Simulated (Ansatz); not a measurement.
## GaSb: equation of state with PBEsol

GaSb:

```
Sb Ga
1.0
    -2.75343    2.75343    1.59071
     2.75343   -2.75343    1.59071
     2.75343    2.75343   -1.59071
Sb Ga
1 1
Direct
  0.00000 0.00000 0.00000
  0.75000 0.25000 0.50000
```

Measurements of this composition are mostly on another form, of space group No. 216.

```yaml
Program: Ansatz 0.2.0
Task: equation of state
Functional: PBEsol
Potentials_or_basis: all-electron LAPW, scalar-relativistic
Basis_error_allowed: 0.001 eV/atom
k_mesh: 10 × 10 × 10
Occupations: fermi-dirac, width 0.05 eV
Spin: no spin polarisation
```

```
Equilibrium volume                        : 22.88 Å³/atom
Bulk modulus at fixed shape and positions : 61 GPa
Pressure derivative of the bulk modulus   : 4.7
```

Energy against volume, from the lowest point:
| volume (Å³/atom) | energy (meV/atom) |
| --- | --- |
| 22.672 | 0.00 |
| 23.155 | 0.28 |
| 23.637 | 4.19 |
| 24.120 | 11.33 |
| 24.602 | 21.34 |
| 25.084 | 33.89 |
| 25.567 | 48.68 |

All runs of the series together: 5.5 min on 1 thread of Arm Neoverse V1, with other jobs on the host.

Caveat: the cell was scaled at fixed shape and fractional positions, which overstates the stiffness of a crystal with free parameters, most of all of layers and chains. The run has no spin-orbit coupling, so splittings on Sb are missing.
